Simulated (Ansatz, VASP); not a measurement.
## Two plane-wave programs on C

```
C
1.0
     1.25567   -2.17488    0.00000
     1.25567    2.17488    0.00000
     0.00000    0.00000    4.17981
C
4
Direct
  0.33334 0.66666 0.50594
  0.66666 0.33334 0.00594
  0.33334 0.66666 0.88049
  0.66666 0.33334 0.38049
```

Alike in both runs: functional PBE; k mesh 8 × 8 × 4; occupations gaussian, width 0.1 eV; no spin polarisation.

Ansatz relaxed the structure, and its values are those at the end. VASP's run is a single point on that final structure, the one shown.

```csv
,VASP,Ansatz
version,VASP 6.6.1,Ansatz 0.2.0
potentials or method,"VASP PAW PBE potentials, release 64 (C)","scalar-relativistic, plane waves, PAW"
plane-wave cutoff (eV),520,420
valence electrons in the cell,16,16
```

|  | VASP | Ansatz | Ansatz less VASP |
| --- | --- | --- | --- |
| gap on the k mesh at the Fermi level (eV) | 3.70 | 3.72 | +0.012 |
| least direct gap on the mesh (eV) | 4.96 | 4.97 | +0.007 |
| pressure (GPa) | 0.8 | 0.2 | -0.63 |
| rms of the force components (eV/Å) | 0.003 | 0.001 | -0.0022 |
